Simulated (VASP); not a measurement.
Input of a VASP 6.6.1 run:

File INCAR:

```
SYSTEM = Sb2Se5
PREC = Accurate
ENCUT = 520
EDIFF = 1E-6
ISMEAR = 0
SIGMA = 0.1
LREAL = .FALSE.
LASPH = .TRUE.
NELM = 120
ALGO = Normal
ISIF = 3
LWAVE = .FALSE.
LCHARG = .FALSE.
GGA = PE
IBRION = 2
NSW = 90
EDIFFG = -0.01
KPAR = 4
```

KPOINTS

```
Automatic mesh
0
G
  8 8 2
  0 0 0
```

The input POSCAR:

```
Sb2Se5
1.0
    4.0278483100      0.0000000000      0.0000000000
   -2.0139241500      3.4882189600      0.0000000000
    0.0000000000      0.0000000000     14.9750000000
Sb Se
2 5
Direct
    0.6666666700      0.3333333300      0.8724540900
    0.3333333300      0.6666666700      0.1275459100
    0.0000000000      0.0000000000      0.4266444100
    0.0000000000      0.0000000000      0.5733555900
    0.3333333300      0.6666666700      0.7677462400
    0.6666666700      0.3333333300      0.2322537600
    0.0000000000      0.0000000000      0.0000000000
```

Potentials or basis: VASP PAW PBE potentials, release 64 (Sb, Se).

Command:

```bash
$ cat potpaw_PBE.64/Sb/POTCAR potpaw_PBE.64/Se/POTCAR > POTCAR
$ mpirun -np 4 vasp_std > vasp.out
```

Problem. Predict the relaxed volume.

Solution. 30.77 Å³/atom.

Problem. Estimate the space group after relaxing (to 0.05 Å).

Solution. P-3m1 (No. 164).

Problem. Estimate the relaxed cell.

Solution. a = 3.974 Å, b = 3.974 Å, c = 15.744 Å, α = 90.00°, β = 90.00°, γ = 120.00°.

Forces on the atoms (eV/Å):
```
Sb   0.000  0.000  0.010
Sb   0.000  0.000 -0.010
Se   0.000  0.000 -0.009
Se   0.000  0.000  0.009
Se   0.000  0.000 -0.003
Se   0.000  0.000  0.003
Se   0.000  0.000  0.000
```

Caveat: this functional lacks dispersion, which binds the layers, so the pressure and a relaxed spacing across them are unreliable. The run has no spin-orbit coupling, so splittings on Sb are missing.
